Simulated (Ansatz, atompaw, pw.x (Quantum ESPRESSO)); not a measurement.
What a changed setting does to a pw.x run (fcc Co)

Potential: PAW, atompaw 4.2.0.5, PBEsol; core [Ar], reference 3d7 4s2 4p0; waves: 4s (bound): rc 2.80 bohr; 4s channel at 0.65 Ry: rc 2.80 bohr; 4p (bound, empty): rc 2.80 bohr; 4p channel at 1.95 Ry: rc 2.80 bohr; 3d (bound): rc 1.45 bohr; 3d channel at 0.1 Ry: rc 1.45 bohr; local part: bessel scheme, radius 2.45 bohr; core correction: smooth core density matched at 1.70 bohr; augmentation: besselshape compensation charge, radius 2.70 bohr; PAW radius 2.80 bohr; waves and projectors: custom rrkj gramschmidtortho.

The reference run (k-mesh 16³, cutoffs 110/900 Ry, Fermi–Dirac 0.01 Ry, mixing_beta 0.4, conv_thr 1e-9, no spin) gives 3.14 GPa at 9.942 Å³/atom, where all-electron LAPW gives -0.40 GPa. This run, with its own iteration cap, changes nbnd to 17.

```
&control
  calculation='scf', prefix='x', pseudo_dir='./', outdir='./tmp', tstress=.true., disk_io='none'
/
&system
  ibrav=0, nat=1, ntyp=1, ecutwfc=110, ecutrho=900, nbnd=17,
  occupations='smearing', smearing='fd', degauss=0.01
/
&electrons
  conv_thr=1e-09, mixing_beta=0.4, electron_maxstep=50
/
ATOMIC_SPECIES
Co 1.0 Co.UPF
CELL_PARAMETERS angstrom
  0.00000000 1.70666358 1.70666358
  1.70666358 0.00000000 1.70666358
  1.70666358 1.70666358 0.00000000
ATOMIC_POSITIONS crystal
Co 0.0000 0.0000 0.0000
K_POINTS automatic
16 16 16 0 0 0
```

```bash
pw.x < Co.scf.in > Co.scf.out
```

Task: How does the run end?

Result: It converges in 7 iterations; the free energy moves by +0.0 meV/atom and the pressure by +0.06 GPa.

```
Message from routine setup:
     using ibrav=0 with symmetry is DISCOURAGED, use correct ibrav instead
     lattice parameter (alat)  =       4.5610  a.u.
     unit-cell volume          =      67.0919 (a.u.)^3
     number of electrons       =         9.00
     number of Kohn-Sham states=           17
     kinetic-energy cutoff     =     110.0000  Ry
     charge density cutoff     =     900.0000  Ry
     scf convergence threshold =      1.0E-09
     Exchange-correlation= SLA PW PSX PSC
     number of k points=   145  Fermi-Dirac smearing, width (Ry)=  0.0100
     iteration #  1     ecut=   110.00 Ry     beta= 0.40
     total energy              =    -159.59944480 Ry
     estimated scf accuracy    <       0.01251475 Ry
     iteration #  2     ecut=   110.00 Ry     beta= 0.40
     total energy              =    -159.59654282 Ry
     estimated scf accuracy    <       0.00030260 Ry
     iteration #  3     ecut=   110.00 Ry     beta= 0.40
     total energy              =    -159.59573874 Ry
     estimated scf accuracy    <       0.00135049 Ry
     iteration #  4     ecut=   110.00 Ry     beta= 0.40
     total energy              =    -159.59591676 Ry
     estimated scf accuracy    <       0.00000305 Ry
     iteration #  5     ecut=   110.00 Ry     beta= 0.40
     total energy              =    -159.59590949 Ry
     estimated scf accuracy    <       0.00004292 Ry
     iteration #  6     ecut=   110.00 Ry     beta= 0.40
     total energy              =    -159.59591631 Ry
     estimated scf accuracy    <       0.00000261 Ry
     iteration #  7     ecut=   110.00 Ry     beta= 0.40
     the Fermi energy is    18.6877 ev
!    total energy              =    -159.59591708 Ry
     estimated scf accuracy    <          7.0E-10 Ry
     smearing contrib. (-TS)   =      -0.00957194 Ry
     The total energy is F=E-TS. E is the sum of the following terms:
     one-electron contribution =       0.11552850 Ry
     hartree contribution      =       4.58320740 Ry
     xc contribution           =     -11.69425455 Ry
     ewald contribution        =     -57.57507479 Ry
     one-center paw contrib.   =     -95.01575170 Ry
     convergence has been achieved in   7 iterations
          total   stress  (Ry/bohr**3)                   (kbar)     P=       32.01
     Message from routine punch:
     Nothing written, as per user request (disk_io='none')
```

The run took about 38 s on one core of a shared host (Intel(R) Xeon(R) Platinum 8259CL CPU @ 2.50GHz, 96 threads, 755 GiB, load 46).
